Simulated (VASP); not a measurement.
# Li: density of states with optB88-vdW

Li:

```
Li
1.0
     2.73227    0.00000    0.00000
     0.00000    2.73227    0.00000
     0.00000    0.00000    2.73227
Li
1
Direct
  0.50000 0.50000 0.50000
```

The cell was built by a generator and needn't be a form met in nature.

```yaml
Program: VASP 6.6.1
Task: density of states
Functional: optB88-vdW
Potentials_or_basis: VASP PAW PBE potentials, release 54 (Li_sv)
Cutoff: 520 eV
k_mesh: 10 × 10 × 10
Occupations: gaussian, width 0.05 eV
Spin: no spin polarisation
k_mesh_for_the_DOS: 15 × 15 × 15
Occupations_for_the_DOS: tetrahedron
Further_INCAR_settings: ALGO = Normal; EDIFF = 1e-06; NBANDS = 8
```

* Valence electrons inside the program's atomic spheres: Li 2.09

Levels at points of the mesh, in eV from the Fermi level:
```tsv
k point	band 1	band 2	band 3	band 4	band 5	band 6	band 7
(0.00, 0.00, 0.00)	-47.24	-3.48	11.87	11.87	11.87	14.35	14.35
```

States per cell in windows of 0.5 eV (zero at the Fermi level; states under -8 eV left out):
| from (eV) | total | Li1_p | Li1_s | Li1_d |
| --- | --- | --- | --- | --- |
| -8.0 | 0.00 | 0.00 | 0.00 | 0.00 |
| -7.5 | 0.00 | 0.00 | 0.00 | 0.00 |
| -7.0 | 0.00 | 0.00 | 0.00 | 0.00 |
| -6.5 | 0.00 | 0.00 | 0.00 | 0.00 |
| -6.0 | 0.00 | 0.00 | 0.00 | 0.00 |
| -5.5 | 0.00 | 0.00 | 0.00 | 0.00 |
| -5.0 | 0.00 | 0.00 | 0.00 | 0.00 |
| -4.5 | 0.00 | 0.00 | 0.00 | 0.00 |
| -4.0 | 0.00 | 0.00 | 0.00 | 0.00 |
| -3.5 | 0.04 | 0.00 | 0.00 | 0.00 |
| -3.0 | 0.09 | 0.00 | 0.01 | 0.00 |
| -2.5 | 0.12 | 0.00 | 0.01 | 0.00 |
| -2.0 | 0.14 | 0.01 | 0.01 | 0.00 |
| -1.5 | 0.17 | 0.01 | 0.01 | 0.00 |
| -1.0 | 0.22 | 0.02 | 0.01 | 0.00 |
| -0.5 | 0.22 | 0.02 | 0.01 | 0.00 |
| 0.0 | 0.18 | 0.02 | 0.00 | 0.00 |
| 0.5 | 0.17 | 0.02 | 0.00 | 0.00 |
| 1.0 | 0.15 | 0.02 | 0.00 | 0.00 |
| 1.5 | 0.13 | 0.02 | 0.00 | 0.00 |
| 2.0 | 0.17 | 0.02 | 0.01 | 0.00 |
| 2.5 | 0.29 | 0.03 | 0.02 | 0.00 |
| 3.0 | 0.40 | 0.06 | 0.02 | 0.00 |
| 3.5 | 0.36 | 0.07 | 0.01 | 0.00 |
| 4.0 | 0.28 | 0.06 | 0.01 | 0.00 |
| 4.5 | 0.25 | 0.06 | 0.01 | 0.00 |
| 5.0 | 0.20 | 0.05 | 0.00 | 0.00 |
| 5.5 | 0.14 | 0.04 | 0.00 | 0.00 |
| 6.0 | 0.11 | 0.02 | 0.00 | 0.00 |
| 6.5 | 0.16 | 0.04 | 0.00 | 0.00 |
| 7.0 | 0.28 | 0.07 | 0.01 | 0.00 |
| 7.5 | 0.29 | 0.06 | 0.01 | 0.00 |

Wall time 19 s on 1 thread of Intel(R) Xeon(R) Platinum 8488C (Sapphire Rapids) (shared host), peak memory 0.22 GiB.
